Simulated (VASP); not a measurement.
# Os (Fm-3m) in VASP: further runs, part 2 of 2

VASP 6.6.1. Earlier steps stand in the parts before.

## 4. Relaxation of cell and atoms, PBEsol

File INCAR:

```
SYSTEM = Os
PREC = Accurate ; ENCUT = 580
EDIFF = 1E-7 ; ISMEAR = 0
SIGMA = 0.1 ; LREAL = .False.
LASPH = .True. ; NELM = 80
ALGO = Normal ; ISIF = 3
LWAVE = .False. ; LCHARG = .False.
GGA = PS ; IBRION = 2
NSW = 90 ; EDIFFG = -0.005
```

File KPOINTS:

```
regular mesh
0
Gamma
  18 18 18
  0 0 0
```

File POSCAR:

```
Os
1.0
    0.0000000000      1.9129311800      1.9129311800
    1.9129311800      0.0000000000      1.9129311800
    1.9129311800      1.9129311800      0.0000000000
Os
1
Direct
    0.0000000000      0.0000000000      0.0000000000
```

Potentials or basis: VASP PAW PBE potentials, release 64 (Os).

Command:

```bash
$ cat potpaw_PBE.64/Os/POTCAR > POTCAR
$ mpirun -np 1 vasp_std > vasp.out
```

OUTCAR:

```text
SYSTEM = Os
   PREC = Accurate
   ENCUT = 580
   EDIFF = 1E-7
   ISMEAR = 0
   LREAL = .False.
   LASPH = .True.
   NELM = 80
   ISIF = 3
   GGA = PS
   IBRION = 2
   NSW = 90
   EDIFFG = -0.005

 ion  position               nearest neighbor table
   1  0.000  0.000  0.000-

  LATTYP: Found a face centered cubic cell.
 ALAT       =     3.8258623600

  Lattice vectors:

 A1 = (   0.0000000000,   1.9129311800,   1.9129311800)
 A2 = (   1.9129311800,   0.0000000000,   1.9129311800)
 A3 = (   1.9129311800,   1.9129311800,   0.0000000000)

Analysis of symmetry for initial positions (statically):
=====================================================================
 Subroutine PRICEL returns:
 Original cell was already a primitive cell.

 Routine SETGRP: Setting up the symmetry group for a
 face centered cubic supercell.

 Subroutine GETGRP returns: Found 48 space group operations
 (whereof 48 operations were pure point group operations)
 out of a pool of 48 trial point group operations.

The static configuration has the point symmetry O_h .

[... 167 lines left out ...]
  --------------------------------------------------------------------------------------
  -------------------------------------------------------------------------------------
  Total       -0.1084554     -0.1084554     -0.1084554      0.0000000      0.0000000      0.0000000
  in kB      -12.4117712    -12.4117712    -12.4117712      0.0000000      0.0000000      0.0000000
  external PRESSURE =     -12.4117712 kB  Pullay stress =       0.0000000 kB
[... 57 lines left out ...]
--------------------------------------- Ionic step        3  -------------------------------------------

 number of electron       8.0000000 magnetization

 Free energy of the ion-electron system (eV)
  ---------------------------------------------------
  ext. energy  EPLUGINS =         0.00000000
  ---------------------------------------------------
  free energy    TOTEN  =       -12.10458550 eV

  energy without entropy =      -12.10074332  energy(sigma->0) =      -12.10266441

 E-fermi :   9.1779     XC(G=0): -14.1639

 val. band max:        9.1396543346   @ k =  -0.3889   0.3333   0.0000
 cond. band min:       9.1813827660   @ k =  -0.2222   0.2778   0.0556
 fundamental gap:      0.0417284314
 Fermi energy:         9.1779145687

 k-point     1 :       0.0000    0.0000    0.0000
  band No.  band energies     occupation
      1      -1.6779      2.00000
      2       6.1942      2.00000
      3       6.1942      2.00000
      4       6.1942      2.00000
      5       9.2744      0.17247
      6       9.2744      0.17247
      7      23.4877      0.00000
      8      29.3014      0.00000
[... 243 lines left out ...]
 k-point    24 :      -0.2222    0.0556    0.0000
  band No.  band energies     occupation
      1       0.6426      2.00000
      2       5.3638      2.00000
      3       6.6774      2.00000
      4       6.7933      2.00000
      5       8.8943      1.99994
      6       9.8978      0.00000
      7      23.7862      0.00000
      8      27.0189      0.00000

 [... further k-points ...]
[... 5 lines left out ...]
  --------------------------------------------------------------------------------------
  -------------------------------------------------------------------------------------
  Total        0.0003695      0.0003695      0.0003695      0.0000000     -0.0000000      0.0000000
  in kB        0.0424137      0.0424137      0.0424137      0.0000000     -0.0000000      0.0000000
  external PRESSURE =       0.0424137 kB  Pullay stress =       0.0000000 kB
[... 16 lines left out ...]
  FREE ENERGIE OF THE ION-ELECTRON SYSTEM (eV)
  ---------------------------------------------------
  free  energy   TOTEN  =       -12.1045854996 eV

  energy  without entropy=      -12.1007433232  energy(sigma->0) =      -12.10266441

 reached required accuracy - stopping structural energy minimisation
```

CONTCAR:

```text
Os
   1.00000000000000
    -0.0000000000000000    1.9110946039321666    1.9110946039321666
     1.9110946039321666   -0.0000000000000000    1.9110946039321666
     1.9110946039321666    1.9110946039321666    0.0000000000000000
  Os
     1
Direct
     0.0000000000000000    0.0000000000000000    0.0000000000000000

  0.00000000E+00  0.00000000E+00  0.00000000E+00
```

Wall time 30 s (1 thread of Intel Xeon Platinum 8488C (Sapphire Rapids), shared host); peak memory 0.17 GiB.

Results:

- Free energy: -12.1046 eV
- Relaxed volume: 13.96 Å³/atom
- Relaxed cell: a = 2.703 Å, b = 2.703 Å, c = 2.703 Å, α = 60.00°, β = 60.00°, γ = 60.00°
- Space group after relaxing (to 0.05 Å): Fm-3m (No. 225)
- Energy gained by relaxing: 0.2 meV/atom
- Ionic steps: 3
- Pressure after relaxing: 0.0 GPa
- Band gap on the k mesh: none (metal or under the smearing width)

Step by step:
```csv
step,energy change (eV),largest force (eV/Å),pressure (GPa),volume (Å³)
1,0.0000,0.0000,-1.24,14.00
2,0.0030,0.0000,5.78,13.78
3,-0.0002,0.0000,0.00,13.96
```

Final structure:
```xyz
1
Lattice="0.0000 1.9111 1.9111 1.9111 0.0000 1.9111 1.9111 1.9111 0.0000" Properties=species:S:1:pos:R:3 pbc="T T T"
Os    0.0000    0.0000    0.0000
```

Caveat: the PAW data sets were made with another functional, which shifts forces and pressure a little. The run has no spin-orbit coupling, so splittings on Os are missing.

## 5. Relaxation of cell and atoms, RPBE

File INCAR:

```
SYSTEM = Os
PREC = Accurate ; ENCUT = 600
EDIFF = 1E-7 ; ISMEAR = 0
SIGMA = 0.1 ; LREAL = .False.
LASPH = .True. ; NELM = 80
ALGO = Normal ; ISIF = 3
LWAVE = .False. ; LCHARG = .False.
GGA = RP ; IBRION = 2
NSW = 90 ; EDIFFG = -0.005
```

KPOINTS is that of step 4.

POSCAR is that of step 4.

Command:

```bash
$ cat potpaw_PBE.64/Os/POTCAR > POTCAR
$ mpirun -np 1 vasp_std > vasp.out
```

Wall time 37 s (1 thread of Intel Xeon Platinum 8488C (Sapphire Rapids), shared host); peak memory 0.17 GiB.

The run converged. Its results:

| Quantity | Value |
| --- | --- |
| Free energy | -10.4701 eV |
| Relaxed volume | 14.47 Å³/atom |
| Relaxed cell | a = 2.735 Å, b = 2.735 Å, c = 2.735 Å, α = 60.00°, β = 60.00°, γ = 60.00° |
| Space group after relaxing (to 0.05 Å) | Fm-3m (No. 225) |
| Energy gained by relaxing | 19.5 meV/atom |
| Ionic steps | 4 |
| Pressure after relaxing | 0.0 GPa |
| Band gap on the k mesh | none (metal or under the smearing width) |

The path:
| step | energy change (eV) | largest force (eV/Å) | pressure (GPa) | volume (Å³) |
| --- | --- | --- | --- | --- |
| 1 | 0.0000 | 0.0000 | 13.77 | 14.00 |
| 2 | 0.2619 | 0.0000 | -37.15 | 16.58 |
| 3 | -0.0194 | 0.0000 | -0.81 | 14.50 |
| 4 | -0.0195 | 0.0000 | -0.04 | 14.47 |

Final structure:
```
Os
1.0
     0.00000    1.93419    1.93419
     1.93419    0.00000    1.93419
     1.93419    1.93419    0.00000
Os
1
Direct
  0.00000 0.00000 0.00000
```

Levels at points of the mesh, in eV from the Fermi level:
| k point | band 1 | band 2 | band 3 | band 4 | band 5 | band 6 | band 7 | band 8 |
| --- | --- | --- | --- | --- | --- | --- | --- | --- |
| (0.00, 0.00, 0.00) | -10.47 | -2.81 | -2.81 | -2.81 | 0.07 | 0.07 | 14.27 | 19.91 |
| (0.50, 0.00, 0.00) | -7.35 | -2.97 | -2.97 | -0.18 | 2.37 | 2.37 | 8.65 | 13.80 |
| (0.50, 0.50, 0.00) | -7.22 | -6.52 | 2.32 | 2.32 | 3.02 | 3.02 | 11.82 | 12.10 |

Caveat: the PAW data sets were made with another functional, which shifts forces and pressure a little. The run has no spin-orbit coupling, so splittings on Os are missing.

## 6. The runs side by side

| task | level | cell | k mesh | cutoff (eV) | mesh quality | gap on the mesh (eV) | pressure (GPa) | relaxed volume (Å³/atom) |
| --- | --- | --- | --- | --- | --- | --- | --- | --- |
| relaxation of cell and atoms | PBEsol | relaxed | 6 × 6 × 6 | 600 | coarse | none | 0.0 | - |
| single point | PBEsol | as given | 18 × 18 × 18 | 520 | not flagged | none | -1.3 | - |
| relaxation of cell and atoms | PBEsol | relaxed | 18 × 18 × 18 | 580 | not flagged | none | 0.0 | 13.96 |
| relaxation of cell and atoms | RPBE | relaxed | 18 × 18 × 18 | 600 | not flagged | none | 0.0 | 14.47 |

Alike in all rows: potentials or basis VASP PAW PBE potentials, release 64 (Os); no spin polarisation; smearing gaussian 0.1 eV.

Caveats: some runs use coarse meshes; the PAW data sets were made with another functional, which shifts forces and pressure a little; the relaxation stopped at its first step, so nothing moved (some runs).

Absolute energies hang on the potentials; compare differences alone.
